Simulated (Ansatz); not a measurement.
**HfN in Ansatz: the effect of target pressure**

The system is HfN.

```
Hf N
1.0
     2.82503    0.00000    0.00000
     0.00000    2.82503    0.00000
     0.00000    0.00000    2.82503
Hf N
1 1
Direct
  0.50000 0.50000 0.50000
  0.00000 0.00000 0.00000
```

The cell was built by a generator and needn't be a form met in nature.

Alike in all runs:

| Property | Result |
| --- | --- |
| Program | Ansatz 0.2.0 |
| Task | relaxation of cell and atoms |
| Functional | r2SCAN |
| Potentials or basis | Ansatz PAW |
| Cutoff | 500 eV (not typed: the program's choice for these potentials) |
| k mesh | 9 × 9 × 9 |
| Occupations | fermi-dirac, width 0.05 eV |
| Spin | no spin polarisation |

Each run relaxes the cell or the atoms first.

```tsv
target pressure	relaxed volume (Å³/atom)
0 GPa	11.03
2 GPa	10.95
5 GPa	10.83
10 GPa	?
20 GPa	10.31
30 GPa	10.02
```

**Question.** What does the run with target pressure 10 GPa give?

**Answer.** Relaxed volume 10.64 Å³/atom.

Worked out: In Murnaghan's law V^(-B') rises as a straight line in P. The other rows fit best with B' = 3.5, V0 = 11.03 Å³/atom and B0 = 262 GPa, which gives 10.64 Å³/atom at 10 GPa, against the run's 10.64.

Caveats: the plane-wave basis is chosen anew once the cell has moved, so the energies of steps on either side of that aren't comparable; the PAW data sets come from PBE, with cores solved anew for the run's functional, which leaves a small shift of forces and pressure.
